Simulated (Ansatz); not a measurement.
# TiO2 (I4_1/amd):Ti_i (4-fold void), thermodynamic levels from a 96-atom cell

Wanted: the transition levels of a self-interstitial in TiO2 (I4_1/amd), from a cell of 96 host atoms with 1 Ti put in.

Main program and level: Ansatz 0.2.0; place-levels on r2SCAN runs: charge-transition levels and formation energies with image-charge correction and potential alignment at the atomic sites; PAW set soft_1.

Experimental background.

“Olive Leaves as Biotemplates for Enhanced Solar-Light Harvesting by a Titania-Based Solid” (2020, pmc:7353264) reports for TiO2, anatase, by diffuse reflectance UV-Vis (commercial anatase powder, 20 nm crystallites): band gap (optical gap from modified Kubelka-Munk plot, exponent 1/2 (indirect)) 3.22 eV [commercial anatase powder, 20 nm crystallites; Tauc-type extrapolated optical gap …].

This is a report of a sequence of runs, with most program output left out.

## 1. The starting structure

The cell holds 97 atoms: 33 Ti and 64 O. Its edges and angles: a = 10.684 Å, b = 10.684 Å, c = 9.593 Å, α = 90.0°, β = 90.0°, γ = 90.0°. It derives from TiO2 (space group I4_1/amd). Nearest the centre at fractional (0.525, 0.475, 0.410): Ti97 at 0.00 Å, O85 at 1.98 Å, O66 at 1.98 Å, O81 at 1.98 Å, O12 at 1.98 Å, Ti77 at 2.46 Å, Ti8 at 2.46 Å, Ti75 at 2.57 Å.

Screening for the image-charge correction: ε∞ = (6.86, 6.86, 6.30), ε0 = (65.68, 65.68, 30.22), computed on the host (DFPT, PBEsol, on the r2SCAN cell), and a cell off the functional's own equilibrium shifts the ionic part.

The cell's shortest repeat is 9.6 Å.

## 2. The runs of each charge state

Levels follow from differences of total energies between charge states, each relaxed by itself.

Each atom starts 0.05 Å or so off its site in a random direction: a symmetric start keeps its symmetry, and would miss off-centre moves and Jahn–Teller distortions. Forces are taken at one point at (¼, ¼, ¼). The cell holds 1 electron fewer than the neutral one, with a uniform background that keeps it neutral on the whole. The electron count is odd, so at least one spin is unpaired; this run locks the moment at 1 μB.

The sampling was tested on the host first: at the k-points planned (1x1x1 shifted 0.25 0.25 0.25) its energy lies 0.000 eV an atom from the dense-mesh value, under the bound of 0.02 eV set for this test; that bounds the host's error, not the defect's.

One state's input; the others differ in charge, spin, start and seed, and in occupations where the table says so.

File qp1_M1.relax/input.yaml:

```yaml
crystal:
  lattice:
    - [3.77722781, 3.77722781, 0.0]
    - [-3.77722781, 3.77722781, 0.0]
    - [0.0, 0.0, 9.59309384]
  atoms:
    - { symbol: Ti, position: [0.0, 0.0, 0.0] }
    - { symbol: Ti, position: [0.0, 0.5, 0.5] }
    - { symbol: Ti, position: [0.5, 0.0, 0.5] }
    - { symbol: Ti, position: [0.5, 0.5, 0.0] }
    - { symbol: Ti, position: [0.25, 0.25, 0.25] }
    - { symbol: Ti, position: [0.25, 0.75, 0.75] }
    - { symbol: Ti, position: [0.75, 0.25, 0.75] }
    - { symbol: Ti, position: [0.75, 0.75, 0.25] }
    - { symbol: O, position: [0.25, 0.25, 0.45716038] }
    - { symbol: O, position: [0.25, 0.75, 0.95716038] }
    - { symbol: O, position: [0.75, 0.25, 0.95716038] }
    - { symbol: O, position: [0.75, 0.75, 0.45716038] }
    - { symbol: O, position: [0.0, 0.0, 0.20716038] }
    - { symbol: O, position: [0.0, 0.5, 0.70716038] }
    - { symbol: O, position: [0.5, 0.0, 0.70716038] }
    - { symbol: O, position: [0.5, 0.5, 0.20716038] }
    - { symbol: O, position: [0.25, 0.25, 0.04283962] }
    - { symbol: O, position: [0.25, 0.75, 0.54283962] }
    - { symbol: O, position: [0.75, 0.25, 0.54283962] }
    - { symbol: O, position: [0.75, 0.75, 0.04283962] }
    - { symbol: O, position: [0.0, 0.0, 0.79283962] }
    - { symbol: O, position: [0.0, 0.5, 0.29283962] }
    - { symbol: O, position: [0.5, 0.0, 0.29283962] }
    - { symbol: O, position: [0.5, 0.5, 0.79283962] }
  supercell: [2, 2, 1]
  defects:
    - { interstitial: { symbol: Ti, position: [0.525047, 0.474953, 0.409533] } }
total_charge: 1
basis:
  ecutwfc: 500
  xc_grid: 2
hamiltonian:
  xc: r2scan
  pseudopotentials: { kind: paw, azcp: { folder: soft_1 } }
kpoints:
  mp_grid: { grid: [1, 1, 1], shift: [0.25, 0.25, 0.25] }
magnetization:
  spin_polarized: true
  initial_magnetization: 1
  spin_locking: { lock_magnetization: hard }
scf:
  occupations: { method: fixed }
  max_iter: 80
output:
  forces: true
  charged_corrections: { epsilon: [6.86, 6.86, 6.3], static_epsilon: [65.68, 65.68, 30.22] }
relax:
  f_tol: 0.02
  max_steps: 80
  random_displacement: { amplitude: 0.05, seed: 8090 }
checkpoint:
  write: "../qp1_M1.relax.run"
  compress: false
  write_wavefunctions: true
  write_every: 100000
```

Started as:

```bash
$ ansatz run input.yaml --threads 32 --pin off --max-ram 56524MiB --backend cuda --events-out ev --progress --plain --runs-dir out --max-vram 78GiB
```

Defect states can disperse in a cell of this size, so the energy is taken again at a 2×2×2 shifted mesh, on the relaxed structure.

The run of this state that the levels use, under r2SCAN:

File qp1_M1.point/input.yaml:

```yaml
crystal:
  checkpoint: "../qp1_M1.relax.run"
  host: checkpoint
total_charge: 1
basis:
  ecutwfc: 500
  xc_grid: 2
hamiltonian:
  xc: r2scan
  pseudopotentials: { kind: paw, azcp: { folder: soft_1 } }
kpoints:
  mp_grid: { grid: [2, 2, 2], shift: [0.5, 0.5, 0.5] }
magnetization:
  spin_polarized: true
  initial_magnetization: 1
  spin_locking: { lock_magnetization: hard }
scf:
  occupations: { method: fermi_dirac, width: 0.01 }
  max_iter: 80
output:
  forces: true
  eigenvalues: true
  charged_corrections:
    epsilon: [6.86, 6.86, 6.3]
    static_epsilon: [65.68, 65.68, 30.22]
    defect_position: [0.525047, 0.474953, 0.409533]
  eigenstates: { localisation: true }
  populations: true
  efg: {}
  band_densities: [{ bands: [v1, v1] }, { bands: [c1, c1] }]
  write_density: true
  write_potential: true
  volumetric_format: npy
  elf: true
checkpoint:
  read: "../qp1_M1.relax.run"
  write: "../qp1_M1.point.run"
  compress: false
  write_wavefunctions: false
  write_every: 100000
```

Relaxations under r2SCAN at one point at (¼, ¼, ¼); times on 1 × NVIDIA GB200 with 32 threads of Arm Neoverse V2, shared host:

| charge | moment (μB) | occupations | outcome | steps | largest displacement against the far atoms (Å) | time |
| --- | --- | --- | --- | --- | --- | --- |
| 0 | 0 | fixed | converged | 13 | 0.43 | 14 s |
| +1 | 1 | fixed | converged | 9 | 0.49 | 15 s |
| +2 | 0 | fixed | converged | 24 | 0.58 | 25 s |
| +3 | 1 | fixed | converged | 11 | 0.50 | 16 s |
| +4 | 0 | fixed | converged | 8 | 0.58 | 9.9 s |
| 0 | 2 | fixed | converged | 10 | 0.49 | 17 s |
| +2 | 2 | fixed | converged | 13 | 0.50 | 23 s |

Single points under r2SCAN at a 2×2×2 shifted mesh; times on 1 × NVIDIA GB200 with 32 threads of Arm Neoverse V2, shared host:

```
charge  moment (μB)  occupations    outcome   time
     0            0  fermi-dirac  converged  5.5 s
    +1            1  fermi-dirac  converged   14 s
    +2            0  fermi-dirac  converged  5.6 s
    +3            1  fermi-dirac  converged   14 s
    +4            0  fermi-dirac  converged  5.2 s
     0            2  fermi-dirac  converged   14 s
    +2            2  fermi-dirac  converged   14 s
```

Distances (Å) from Ti97 to the nearest atoms after relaxation with r2SCAN:

| charge | moment (μB) | 1. | 2. | 3. | 4. | 5. | 6. |
| --- | --- | --- | --- | --- | --- | --- | --- |
| 0 | 0 | O 1.91 | O 1.91 | O 2.00 | O 2.00 | O 2.01 | Ti 2.65 |
| 0 | 2 | O 1.93 | O 1.93 | O 1.94 | O 2.00 | O 2.00 | Ti 2.74 |
| +1 | 1 | O 1.90 | O 1.90 | O 1.94 | O 1.97 | O 1.97 | Ti 2.75 |
| +2 | 0 | O 1.83 | O 1.88 | O 1.88 | O 1.91 | O 1.92 | Ti 2.87 |
| +2 | 2 | O 1.88 | O 1.88 | O 1.93 | O 1.95 | O 1.95 | Ti 2.75 |
| +3 | 1 | O 1.88 | O 1.88 | O 1.93 | O 1.95 | O 1.95 | Ti 2.75 |
| +4 | 0 | O 1.83 | O 1.87 | O 1.87 | O 1.90 | O 1.90 | Ti 2.87 |

## 3. Levels against the band edges, r2SCAN

A charged cell interacts with its images and the background, and its potential has another zero than the host's. place-levels removes the first by a point-charge model, screened by the static dielectric constant since the ions have relaxed around the charge, and the second by comparing potentials at atoms far from the defect.

The host is a run of the defect-free crystal in the same cutoffs, grids and k-points, so that basis and sampling errors cancel in part in the differences. Its band edges come from a run of the primitive cell that searches the zone for them. The host is run in a cell of 24 atoms on a matching mesh. Chemical potentials are energies per atom of Ti (hcp), run with the same functional and cutoff.

File levels.point.yaml:

```yaml
host:
  run: host.point.run
  levels_from: { run: edges.point.run }
states: [q0.point.run, qp1_M1.point.run, qp2.point.run, qp3_M1.point.run, qp4.point.run, q0_M2.point.run, qp2_M2.point.run]
geometry_from:
  q0.point.run: q0.relax.run
  qp1_M1.point.run: qp1_M1.relax.run
  qp2.point.run: qp2.relax.run
  qp3_M1.point.run: qp3_M1.relax.run
  qp4.point.run: qp4.relax.run
  q0_M2.point.run: q0_M2.relax.run
  qp2_M2.point.run: qp2_M2.relax.run
  host.point.run: host.relax.run
chemical_potentials:
  Ti:
    energy: -2504.373567
    dataset: <sha256 of the dataset>
epsilon: [6.86, 6.86, 6.3]
static_epsilon: [65.68, 65.68, 30.22]
vertical:
  - { from: qp1_M1.point.run, to: qp1_M1.point_neutral.run }
  - { from: qp2.point.run, to: qp2.point_neutral.run }
  - { from: qp3_M1.point.run, to: qp3_M1.point_neutral.run }
  - { from: qp4.point.run, to: qp4.point_neutral.run }
  - { from: qp2_M2.point.run, to: qp2_M2.point_neutral.run }
```

Started as:

```bash
$ ansatz place-levels levels.point.yaml -- --threads 32 --pin off --max-ram 56524MiB --backend cuda --max-vram 78GiB
```

The job ended after 0.79 s (32 threads of Arm Neoverse V2, shared host).

Levels between the charges placed, in eV above the valence top:

```csv
,gap (eV),(+4/+3),(+3/+2),(+2/+1),(+1/0)
r2SCAN,2.54,2.82,2.54,2.56,2.57
```

Corrections by state:

| charge | moment (μB) | image terms and alignment (eV) | band filling (eV) | ε used | over the lowest of its charge, as the program ranks them, band filling apart (eV) |
| --- | --- | --- | --- | --- | --- |
| +4 | 0.0 | 1.332 | - | principal values (30.22, 65.68, 65.68) | 0.000 |
| +3 | 1.0 | 0.970 | - | principal values (30.22, 65.68, 65.68) | 0.000 |
| +2 | 2.0 | 0.711 | -0.342 | principal values (30.22, 65.68, 65.68) | 0.000 |
| +1 | 1.0 | 0.378 | -0.659 | principal values (30.22, 65.68, 65.68) | 0.000 |
| 0 | 2.0 | 0.000 | -1.004 | - | 0.000 |
| +2 | 0.0 | 0.798 | - | principal values (30.22, 65.68, 65.68) | 0.130 |
| 0 | 0.0 | 0.000 | - | - | 0.155 |

The charged structures listed were also run neutral, and place-levels reads from each pair, by the potential or the spins, how wide the charge is by which they differ; that can be the carrier of either run.

| charge | rms radius (Å) | spread where it is widest against the cell (Å) | wide from (Å) | reading |
| --- | --- | --- | --- | --- |
| +4 | 8.0 | 4.31 | 1.66 | wide |
| +3 | 8.5 | 5.16 | 1.85 | wide |
| +2 | 8.1 | 5.14 | 1.85 | wide |
| +1 | 7.7 | 4.85 | 1.85 | wide |

The neutral runs of these pairs need not share the spin of the lowest neutral state, and very wide values only mean spread over the cell.

From the program's caveats on the states, each cut to its opening words:

- charge +4: it parts from the run at its places by a charge that spreads by about 4.3 Å along one vector (1.7 Å or more is wide), by its potential at epsilon [6.86, 6.86, [...]
- charge +4: its displacements don't fall off away from the defect: farther atoms stand 0.028 Å off the host's places
- charge +3 (1 μB): it parts from the run at its places by a charge that spreads by about 5.2 Å along one vector (1.9 Å or more is wide), by its potential at epsilon [6.86, 6.86, [...]
- charge +3 (1 μB): its displacements don't fall off away from the defect: farther atoms stand 0.022 Å off the host's places
- charge +3 (1 μB), +2 (2 μB), +1 (1 μB), 0 (2 μB): flagged: stability check not made
- charge +2 (2 μB): it parts from the run at its places by a charge that spreads by about 5.1 Å along one vector (1.9 Å or more is wide), by its potential at epsilon [6.86, 6.86, [...]
- charge +2 (2 μB): a band-filling correction moves a carrier to the host's band edge, which changes its energy by -0.342 eV
- charge +2 (2 μB): its displacements don't fall off away from the defect: farther atoms stand 0.021 Å off the host's places
- charge +1 (1 μB), +2: it parts from the run at its places by a charge that spreads by about 4.8 Å along one vector (1.9 Å or more is wide), by its potential at epsilon [6.86, 6.86, [...]
- charge +1 (1 μB): a band-filling correction moves a carrier to the host's band edge, which changes its energy by -0.659 eV
- charge +1 (1 μB), 0 (2 μB): its displacements don't fall off away from the defect: farther atoms stand 0.019 Å off the host's places
- charge 0 (2 μB): a band-filling correction moves a carrier to the host's band edge, which changes its energy by -1.004 eV
- charge +2: its displacements don't fall off away from the defect: farther atoms stand 0.026 Å off the host's places
- charge 0: its sublattices stand up to 0.0117 Å off the host's, which by the two runs' forces adds about +0.01 eV to its energy against the host's, and moves the band [...]

The host's formation energy from the elements is -3.326 eV per atom; it sets how far the chemical potentials can move.

Formation energies (eV), O-rich (Δμ(O) = 0.00 eV, Δμ(Ti) = -9.98 eV):

```csv
charge,Fermi level at the valence top,at the conduction bottom
+4,-2.78,7.36
+3,0.04,7.65
+2,2.59,7.66
+1,5.14,7.68
0,7.72,7.72
```

Formation energies (eV), Ti-rich (Δμ(Ti) = 0.00 eV, Δμ(O) = -4.99 eV):

```
charge  Fermi level at the valence top  at the conduction bottom
    +4                          -12.76                     -2.61
    +3                           -9.93                     -2.33
    +2                           -7.39                     -2.32
    +1                           -4.83                     -2.30
     0                           -2.26                     -2.26
```

## 4. The same at the relaxations' own k-points

The relaxations' own energies give the levels at their sampling, for comparison.

File levels.relax_mesh.yaml:

```yaml
host:
  run: host.relax.run
  levels_from: { run: edges.relax.run }
states: [q0.relax.run, qp1_M1.relax.run, qp2.relax.run, qp3_M1.relax.run, qp4.relax.run, q0_M2.relax.run, qp2_M2.relax.run]
chemical_potentials:
  Ti:
    energy: -2504.373567
    dataset: <sha256 of the dataset>
```

Started as:

```bash
$ ansatz place-levels levels.relax_mesh.yaml -- --threads 32 --pin off --max-ram 56524MiB --backend cuda --max-vram 78GiB
```

Run time: 0.26 s. Hardware: 32 threads.

Levels between neighbouring charges, in eV above the valence top:

```
                        gap (eV)  (+4/+3)  (+3/+2)  (+2/+1)  (+1/0)
one point at (¼, ¼, ¼)      2.54     2.81     2.54     2.57    2.55
  a 2×2×2 shifted mesh      2.54     2.82     2.54     2.56    2.57
```

Going from one point at (¼, ¼, ¼) to a 2×2×2 shifted mesh moves the levels that carry no band-filling term by up to 0.01 eV and formation energies against the elements by up to 0.02 eV; band-filling terms, which differ between samplings, are in these energies.

## 5. Outcome

| Property | Result |
| --- | --- |
| gap of the host | 2.54 eV (r2SCAN) |
| level (plus 4/plus 3) | 2.82 eV above the valence top, past the conduction bottom, not a change between lowest states |
| level (plus 3/plus 2) | 2.54 eV above the valence top, past the conduction bottom, not a change between lowest states (2.89 eV above the valence top without the band-filling term) |
| level (plus 2/plus 1) | 2.56 eV above the valence top, past the conduction bottom, not a change between lowest states (2.87 eV above the valence top without the band-filling term) |
| level (plus 1/0) | 2.57 eV above the valence top, past the conduction bottom, not a change between lowest states (2.92 eV above the valence top without the band-filling term) |
| lowest of the charges placed, just above the valence top (0.02 eV) | +4 |
| lowest of the charges placed, just below the conduction bottom (0.02 eV) | +4 |
| lowest formation energy at mid-gap of the charges run, O-rich | 2.29 eV |
| lowest formation energy at mid-gap of the charges run, Ti-rich | -7.68 eV |

Of the charges placed (0, +1, +2, +3 and +4), +4 is the lowest from 0.02 eV above the valence top to 0.02 eV below the conduction bottom, a gap of 2.54 eV. Charges above +4 and below 0 were not placed, so these runs say nothing of levels that involve them. States placed: +4 at 0 μB; +3 at 1 μB; +2 at 2 μB and 0 μB; +1 at 1 μB; 0 at 2 μB and 0 μB. Other spin states or structures, where not listed, weren't placed. The program finds carriers beyond a band edge of the host and adds a band-filling term at charge 0 (-1.00 eV), +1 (-0.66 eV) and +2 (-0.34 eV); steps to such a charge show no bound level, and a defect level inside a band would be read the same way. The lowest formation energy (Ti-rich) is negative across the gap, so the defect would form by itself: these chemical potentials lie beyond what competing compounds allow, or the host is unstable against it. Going from one point at (¼, ¼, ¼) to a 2×2×2 shifted mesh moves the levels that carry no band-filling term by up to 0.01 eV and formation energies against the elements by up to 0.02 eV; band-filling terms, which differ between samplings, are in these energies. What this leaves open: r2SCAN makes the gap too small and tends to spread out bound carriers; where a gas molecule sets a chemical potential or the host's formation energy, its binding is uncorrected.

Comparison with the measured values:

| quantity | measured | r2SCAN |
| --- | --- | --- |
| band gap (least gap of the host) (eV) | 3.22 | 2.54 (-0.68 eV) |

Measured values from pmc:7353264 (2020).

Verdict: The band gap is off by -0.68 eV: a clear miss. Local and semilocal functionals usually give gaps below the measured ones. An optical gap can lie under the band gap by the exciton's binding. Zero-point and thermal motion shift the measured gap.

[Logs are printed without paths, hosts, clocks, repeated set-up lines and the standing remarks that a program may print on its own settings, such as how far it seeks lower states.]

[Hosts, paths, dates, database ids (printed as entryN), source tags and the programs' standing remarks are cut or masked in the printed files.]

[Where a table of states has a column of steps, it counts the stored structures, which are thinned; the runs took as many ionic steps or more.]

[A defect's name tells the site on which it was built; relaxed atoms can leave that site.]

[For some hosts the program warned that the k-mesh of the response run may be too coarse for force constants and the static dielectric constant; such warnings are not shown here.]
